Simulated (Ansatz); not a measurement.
Compressing BaTe: a fit and a missing row

BaTe, Fm-3m, a = 7.065 Å. Ansatz: PBE, PAW, 420 eV, Γ-centred 8×8×8 mesh on 2 atoms, Gaussian smearing 0.02 eV; no spin polarisation. Symmetry fixes shape and atoms, so the cell is only scaled; pressure is positive in compression.

| V (Å³/atom) | P (GPa) |
| --- | --- |
| 38.783 | ? |
| 40.105 | 3.32 |
| 41.427 | 2.03 |
| 42.749 | 0.93 |
| 44.071 | 0.00 |
| 45.394 | -0.79 |
| 46.716 | -1.47 |
| 48.478 | -2.21 |

Task: Take V0 = 44.071 Å³/atom, fit the third-order Birch–Murnaghan form to the other rows, and predict the missing pressure.

Result: With the Eulerian strain f = ½[(V0/V)^(2/3) − 1] and y = P/[3f(1 + 2f)^(5/2)], the form is the line y = B0 + 1.5 B0 (B0′ − 4) f. Rows (f, y): 0.03244, 29.15; 0.02105, 29.00; 0.01026, 28.72; -0.00976, 28.34; -0.01906, 28.33; -0.03078, 28.05. Means f = 0.0006917, y = 28.598; Σ(Δf)² = 0.003004, ΣΔfΔy = 0.05211; the slope is their ratio. y = 28.59 + 17.35 f GPa, so B0 = 28.6 GPa and B0′ = 4 + 2 × (17.35)/(3 × 28.59) = 4.40. At V = 38.783, f = 0.04447, y = 29.362 and P = 4.85 GPa. The run gave 4.83 GPa, so the fit is 0.02 GPa too high, a small miss on the scale of the series.